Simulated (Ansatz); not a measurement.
A plane-wave DFT run in Ansatz 0.2.0 (scalar-relativistic PAW potentials unless the input names others): input and command.

```yaml
crystal:
  lattice:
    - [3.8512806395, 0.0, 0.0]
    - [-1.9256403198, 3.3353068709, 0.0]
    - [0.0, 0.0, 6.3650227019]
  atoms:
    - { symbol: Si, position: [0.3638948982, 0.6956716351, 0.0616865317] }
    - { symbol: Si, position: [0.6534143758, 0.3163592855, 0.5619391446] }
    - { symbol: Si, position: [0.3223596409, 0.6757495736, 0.4433711036] }
    - { symbol: Si, position: [0.660331085, 0.3122195057, 0.9330032201] }
basis:
  ecutwfc: 420
kpoints:
  mp_grid: { grid: [12, 12, 6] }
hamiltonian:
  xc: pbe
scf:
  occupations: { method: cold, width: 0.001 }
  mixing: { preconditioner: kerker_dos }
output:
  forces: true
  eigenvalues: true
  stress: true
```

```bash
ansatz run input.yaml --threads 2 --pin off --max-ram 5120MiB --backend cpu --events-out ev --progress --plain --runs-dir out
```

Abridged log:
```
Basis set: ecut = 420 eV, 1617 PW (Γ), exchange–correlation on 54×54×90 points (8 copies of the dense FFT grid, shifted against one another)
Bands: 12, of which v1, the nominal top of the filled ones, is band 8 counted from 1 (7 counted from 0)
Symmetry: 1 space group operations
k-points: 436 of 864 (time reversal used)
SCF iter   1: F=—  HF=-2542.920703 eV  |F-HF|=—  |Δ(HF+E_count)|=         —  Δρ=1.21e-3  dr2=1.32e-3  ethr=1.77e-3  ⟨swp⟩=6.7  Hψ=39311  notcnv=0
SCF iter   2: F=—  HF=-2542.921451 eV  |F-HF|=—  |Δ(HF+E_count)|=   7.48e-4  S|Δr|=    0.00e0  Δρ=7.74e-4  dr2=6.22e-4  ethr=8.28e-6  ⟨swp⟩=2.6  Hψ=13775  notcnv=0  defer=1
SCF iter   3: F=—  HF=-2542.921642 eV  |F-HF|=—  |Δ(HF+E_count)|=   1.91e-4  S|Δr|=    0.00e0  Δρ=1.46e-4  dr2=4.02e-5  ethr=3.89e-6  ⟨swp⟩=2.4  Hψ=10036  notcnv=0  defer=1
SCF iter   4: F=—  HF=-2542.921637 eV  |F-HF|=—  |Δ(HF+E_count)|=   4.90e-6  S|Δr|=    0.00e0  Δρ=7.80e-5  dr2=1.18e-5  ethr=2.51e-7  ⟨swp⟩=2.6  Hψ=9669  notcnv=0  defer=1
SCF iter   5: F=—  HF=-2542.921641 eV  |F-HF|=—  |Δ(HF+E_count)|=   3.76e-6  S|Δr|=    0.00e0  Δρ=2.50e-5  dr2=1.89e-6  ethr=7.38e-8  ⟨swp⟩=2.2  Hψ=9145  notcnv=0  defer=1
SCF iter   6: F=—  HF=-2542.921641 eV  |F-HF|=—  |Δ(HF+E_count)|=   3.61e-8  S|Δr|=    0.00e0  Δρ=1.17e-5  dr2=3.03e-7  ethr=1.18e-8  ⟨swp⟩=2.3  Hψ=8285  notcnv=0  defer=1
SCF iter   7: F=-2542.921641 eV  HF=-2542.921641 eV  |F-HF|=3.67e-9  |Δ(HF+E_count)|=  4.52e-10  S|Δr|=    0.00e0  Δρ=3.78e-6  dr2=2.04e-8  ethr=6.25e-10  ⟨swp⟩=4.9  Hψ=19754  notcnv=0
SCF 1 converged in 7 iterations: F = -2542.921641 eV  dr2 = 2.04e-8
SCF converged after 7 iterations
Stability not checked: this state was not tested for a lower state beside it, because cold or Methfessel-Paxton smearing, or corrected tetrahedra, fill the levels in a way that the test cannot read (fill_not_monotonic; see scf.lower_state_search)
Free energy (F): -2542.921641 eV
Harris-Foulkes:  -2542.921641 eV  (|F-HF|=3.67e-9)
Internal energy: -2542.921640 eV  (E = F + TS)
E sigma→0 (E₀):  -2542.921641 eV
Entropy (-TS):   -0.000001 eV ( 0.000 meV/atom)
Fermi energy:    6.569023 eV
--- Forces (eV/Å), atoms counted from 1 ---
  atom   1  Si    -0.42325248    -2.31513652     0.51861167
  atom   2  Si    -0.42048511     1.14600451     0.20438088
  atom   3  Si     0.51560175    -1.10884362    -0.75439479
  atom   4  Si     0.32813546     2.27797612     0.03140459
--- Stress (GPa, compression-positive) ---
       -2.832810       0.070479      -0.601147
        0.070479       5.624374      -1.263612
       -0.601147      -1.263612      -0.078164
  P = ⅓ Tr σ = 0.9045 GPa (9.045 kbar)
```

Apart from outputs and empty bands, the input differs from a reference run on usual settings in scf.mixing.preconditioner: not typed → "kerker_dos"; scf.occupations.method: "gaussian" → "cold"; scf.occupations.width: 0.05 → 0.001. The reference, at the same geometry (not necessarily relaxed), gave pressure 0.90 GPa, largest force 2.404 eV/Å, no gap on the mesh. This run converged in 7 SCF iterations (reference: 6) with an energy at zero smearing within 0.01 meV/atom of the reference's, pressure 0.90 GPa, largest force 2.410 eV/Å, no gap on the mesh. Its k mesh, for so narrow a smearing in a metal, is looser than usual, yet energy, pressure and forces hardly moved.

The run took 24 s on 2 threads of Intel(R) Xeon(R) Processor @ 2.70GHz, on a shared host, peak memory 0.78 GiB.